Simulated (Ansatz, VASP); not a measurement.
**GaP: VASP beside Ansatz**

INCAR

```
SYSTEM = GaP
PREC = Accurate
ENCUT = 520
EDIFF = 1E-6
ISMEAR = 0
SIGMA = 0.02
LREAL = .False.
LASPH = .True.
NELM = 80
ALGO = Fast
ISIF = 2
LWAVE = .False.
LCHARG = .False.
GGA = PE
NBANDS = 16
```

File KPOINTS:

```
regular mesh
0
Gamma
  8 8 8
  0 0 0
```

The input POSCAR:

```
GaP
1.0
    0.0000000000      2.7252500000      2.7252500000
    2.7252500000      0.0000000000      2.7252500000
    2.7252500000      2.7252500000      0.0000000000
Ga P
1 1
Direct
    0.0000000000      0.0000000000      0.0000000000
    0.2500000000      0.2500000000      0.2500000000
```

Input for Ansatz:

```yaml
crystal:
  lattice:
    - [0.0, 2.72525, 2.72525]
    - [2.72525, 0.0, 2.72525]
    - [2.72525, 2.72525, 0.0]
  atoms:
    - { symbol: Ga, position: [0.0, 0.0, 0.0] }
    - { symbol: P, position: [0.25, 0.25, 0.25] }
basis:
  ecutwfc: 420
kpoints:
  mp_grid: { grid: [8, 8, 8] }
hamiltonian:
  xc: pbe
scf:
  occupations: { method: gaussian, width: 0.02 }
output:
  forces: true
  stress: true
  eigenvalues: true
  populations: true
```

Alike in both runs: task single point; functional PBE; k mesh 8 × 8 × 8; occupations gaussian, width 0.02 eV; no spin polarisation.

|  | VASP | Ansatz |
| --- | --- | --- |
| version | VASP 6.6.1 | Ansatz 0.2.0 |
| potentials or method | VASP PAW PBE potentials, release 64 (Ga_d, P) | scalar-relativistic, plane waves, PAW |
| plane-wave cutoff (eV) | 520 | 420 |
| valence electrons in the cell | 18 | 18 |

Ansatz gave:

```
gap on the k mesh at the Fermi level (eV) : 1.64
least direct gap on the mesh (eV)         : 1.83
pressure (GPa)                            : 2.5
```

**Question.** What did VASP give for the same quantities?

**Answer.** gap on the k mesh at the Fermi level (eV): 1.64; least direct gap on the mesh (eV): 1.83; pressure (GPa): 2.4.

A k mesh can miss the band edges.
